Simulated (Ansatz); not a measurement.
Consider the isomerisation: `C=CCO` → `CCC=O`.

Calculated with Ansatz (gas phase, PBE0-D4/def2-TZVP geometries, no zero-point term in ΔE). CCSD(T)/CBS adds triple-zeta CCSD(T) − MP2 to the extrapolated MP2 energy (def2 sets, frozen cores). Functionals use def2-TZVPP. B3LYP here is the variant with VWN-RPA as its local correlation; programs differ in this. HSE06 is defined as in plane-wave codes. One conformer a species, not always the lowest.

| level | ΔE (kcal/mol) | difference from CCSD(T)/CBS |
| --- | --- | --- |
| PBE-D4 | -14.9 | -2.2 |
| BLYP-D4 | -14.4 | -1.7 |
| B3LYP-D4 | -14.1 | -1.4 |
| HSE06-D4 | -14.4 | -1.7 |
| BHLYP-D4 | -13.8 | -1.1 |
| ωB97M-V | -14.1 | -1.4 |
| PBE-QIDH | -14.7 | -2.0 |
| PBE | -14.9 | -2.2 |
| r2SCAN | -14.9 | -2.2 |
| r2SCAN0 | -14.4 | -1.7 |
| HSE06 | -14.5 | -1.8 |
| CAM-B3LYP | -14.2 | -1.5 |
| MP2/def2-SVP | -19.3 | -6.6 |
| SCS-MP2/def2-TZVPP | -14.7 | -2.0 |
| SCS-MP2/def2-QZVPP | -14.1 | -1.4 |
| CCSD/CBS(def2) | -12.7 | 0.0 |
| CCSD(T)/CBS | -12.7 | 0 |

Largest T1 diagnostic among the species: 0.013.

Leaving LDA and LC-ωPBE aside and taking each functional with its dispersion term where it has one, the values, not all of them listed here, spread over 1.7 kcal/mol, from revPBE-D4 to BHLYP-D4. LDA lies +2.0 kcal/mol from PBE without D4. At CCSD(T), def2-SVP lies −5.5 kcal/mol from the extrapolated value and def2-TZVPP −1.0 kcal/mol.

CCSD(T)/CBS has its own doubt, a few kJ/mol and more with outer-core shells, so smaller differences from it don't rank the levels.
